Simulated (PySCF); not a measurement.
**tert-butanol: calculation and literature**

Molfile (atoms numbered from 1):
```
C4H10O
     RDKit          3D

 15 14  0  0  0  0  0  0  0  0999 V2000
   -0.7297   -1.2464    0.0425 C   0  0  0  0  0  0  0  0  0  0  0  0
    0.0488    0.0594    0.2428 C   0  0  0  0  0  0  0  0  0  0  0  0
   -0.6076    1.1889   -0.5604 C   0  0  0  0  0  0  0  0  0  0  0  0
    1.5056   -0.1215   -0.1828 C   0  0  0  0  0  0  0  0  0  0  0  0
    0.0832    0.3991    1.6216 O   0  0  0  0  0  0  0  0  0  0  0  0
   -1.7684   -1.1232    0.3466 H   0  0  0  0  0  0  0  0  0  0  0  0
   -0.7080   -1.5434   -1.0023 H   0  0  0  0  0  0  0  0  0  0  0  0
   -0.2857   -2.0374    0.6422 H   0  0  0  0  0  0  0  0  0  0  0  0
   -1.6480    1.3142   -0.2636 H   0  0  0  0  0  0  0  0  0  0  0  0
   -0.0819    2.1239   -0.3807 H   0  0  0  0  0  0  0  0  0  0  0  0
   -0.5760    0.9665   -1.6233 H   0  0  0  0  0  0  0  0  0  0  0  0
    1.5651   -0.3862   -1.2345 H   0  0  0  0  0  0  0  0  0  0  0  0
    1.9637   -0.9073    0.4113 H   0  0  0  0  0  0  0  0  0  0  0  0
    2.0553    0.8000   -0.0121 H   0  0  0  0  0  0  0  0  0  0  0  0
   -0.8209    0.5215    1.9310 H   0  0  0  0  0  0  0  0  0  0  0  0
  1  2  1  0
  2  3  1  0
  2  4  1  0
  2  5  1  0
  1  6  1  0
  1  7  1  0
  1  8  1  0
  3  9  1  0
  3 10  1  0
  3 11  1  0
  4 12  1  0
  4 13  1  0
  4 14  1  0
  5 15  1  0
M  END
```

Measured values that the calculation should reproduce: δ ¹³C C2 69.2; C1/C3/C4 31.2; δ ¹H H6/H7/H8/H9/H10/H11/H12/H13/H14 1.28 ppm (measured; solution, CDCl3, 298 K; Fulmer et al., Organometallics 2010, 29, 2176).
δ ¹³C C2 68.7; C1/C3/C4 30.7; δ ¹H H6/H7/H8/H9/H10/H11/H12/H13/H14 1.16 ppm (measured; solution, CD3CN, 298 K; Fulmer et al., Organometallics 2010, 29, 2176).
δ ¹³C C2 68.2; C1/C3/C4 31.1 ppm (measured; solution, C6D5Cl, 298 K; Fulmer et al., Organometallics 2010, 29, 2176).
δ ¹³C C2 67.5; C1/C3/C4 30.6; δ ¹H H6/H7/H8/H9/H10/H11/H12/H13/H14 1.15 ppm (measured; solution, THF-d8, 298 K; Fulmer et al., Organometallics 2010, 29, 2176).
δ ¹³C C2 72.3; C1/C3/C4 31.1; δ ¹H H6/H7/H8/H9/H10/H11/H12/H13/H14 1.28 ppm (measured; solution, TFE-d3, 298 K; Fulmer et al., Organometallics 2010, 29, 2176).
δ ¹³C C2 69.1; C1/C3/C4 31.5; δ ¹H H6/H7/H8/H9/H10/H11/H12/H13/H14 1.24 ppm (measured; solution, CD2Cl2, 298 K; Fulmer et al., Organometallics 2010, 29, 2176). Coupling constants: ¹J(C1,C2) 39.5 Hz.

Computational details: spin–spin couplings from B3LYP/pcJ-1 (without the spin–dipole term), shieldings: GIAO PBE0/pcSseg-1, geometry: GFN2-xTB, in PySCF 2.14 (a single conformation, relativity neglected, gas phase, fast rotation and ring inversion assumed for equivalent nuclei).

**Question.** Set the calculated values beside the experiment.

**Answer.** 
Reference values: measured (solution, CDCl3, 298 K; Fulmer et al., Organometallics 2010, 29, 2176).
```tsv
atoms	quantity	reference	computed	computed, scaled
C2	δ ¹³C	69.2	70.6	66.6
C1/C3/C4	δ ¹³C	31.2	33.1	30.1
H6/H7/H8/H9/H10/H11/H12/H13/H14	δ ¹H	1.28	1.23	1.25
```

Reference values: measured (solution, CD3CN, 298 K; Fulmer et al., Organometallics 2010, 29, 2176).
```tsv
atoms	quantity	reference	computed	computed, scaled
C2	δ ¹³C	68.7	70.6	66.6
C1/C3/C4	δ ¹³C	30.7	33.1	30.1
H6/H7/H8/H9/H10/H11/H12/H13/H14	δ ¹H	1.16	1.23	1.25
```

Reference values: measured (solution, C6D5Cl, 298 K; Fulmer et al., Organometallics 2010, 29, 2176).
```tsv
atoms	quantity	reference	computed	computed, scaled
C2	δ ¹³C	68.2	70.6	66.6
C1/C3/C4	δ ¹³C	31.1	33.1	30.1
```

Reference values: measured (solution, THF-d8, 298 K; Fulmer et al., Organometallics 2010, 29, 2176).
```tsv
atoms	quantity	reference	computed	computed, scaled
C2	δ ¹³C	67.5	70.6	66.6
C1/C3/C4	δ ¹³C	30.6	33.1	30.1
H6/H7/H8/H9/H10/H11/H12/H13/H14	δ ¹H	1.15	1.23	1.25
```

Reference values: measured (solution, TFE-d3, 298 K; Fulmer et al., Organometallics 2010, 29, 2176).
| atoms | quantity | reference | computed | computed, scaled |
| --- | --- | --- | --- | --- |
| C2 | δ ¹³C | 72.3 | 70.6 | 66.6 |
| C1/C3/C4 | δ ¹³C | 31.1 | 33.1 | 30.1 |
| H6/H7/H8/H9/H10/H11/H12/H13/H14 | δ ¹H | 1.28 | 1.23 | 1.25 |

Reference values: measured (solution, CD2Cl2, 298 K; Fulmer et al., Organometallics 2010, 29, 2176).
| atoms | quantity | reference | computed | computed, scaled |
| --- | --- | --- | --- | --- |
| C2 | δ ¹³C | 69.1 | 70.6 | 66.6 |
| C1/C3/C4 | δ ¹³C | 31.5 | 33.1 | 30.1 |
| H6/H7/H8/H9/H10/H11/H12/H13/H14 | δ ¹H | 1.24 | 1.23 | 1.25 |

Computed shifts are σ(ref) − σ with the named reference compound (TMS for H and C) calculated as an isolated molecule at the same level. The measured values may be among those fitted. Empirical linear scaling, fitted to shifts measured mostly in CDCl3 for H and C (δ vs TMS): ¹H (scatter 0.17 ppm rms, 0.18 ppm with the 4 outliers that the fit left out); ¹³C (scatter 2.1 ppm rms, 2.3 ppm with the 13 outliers that the fit left out). Occasional misses reach two or three times the rms, and more in compound classes unlike the fitted ones. H not on carbon is unscaled (vs computed TMS).

Coupling constants in Hz:
| coupling | reference | computed | source |
| --- | --- | --- | --- |
| ¹J(C1,C2) | 39.5 | 38.1 | measured; liquid or solution; F. J. Weigert, PhD thesis, Caltech 1968 (Carbon-13 magnetic resonance spectroscopy) |

**Question.** How far are the unscaled ¹³C shifts from the references?

**Answer.** Mean signed difference +1.75 ppm, mean absolute 2.03 ppm over 12 comparisons; the largest is +3.1 ppm at C2 (fully substituted sp3 carbon bonded to O).

**Question.** How far are the unscaled ¹H shifts from the references?

**Answer.** Mean signed difference +0.01 ppm, mean absolute 0.05 ppm over 5 comparisons; the largest is +0.08 ppm at H6/H7/H8/H9/H10/H11/H12/H13/H14 (hydrogen on a methyl carbon).

18 of the 48 published NMR values on file for this molecule are compared. The rest: values from further sources, exchangeable protons in solution, protons in aromatic solvents.
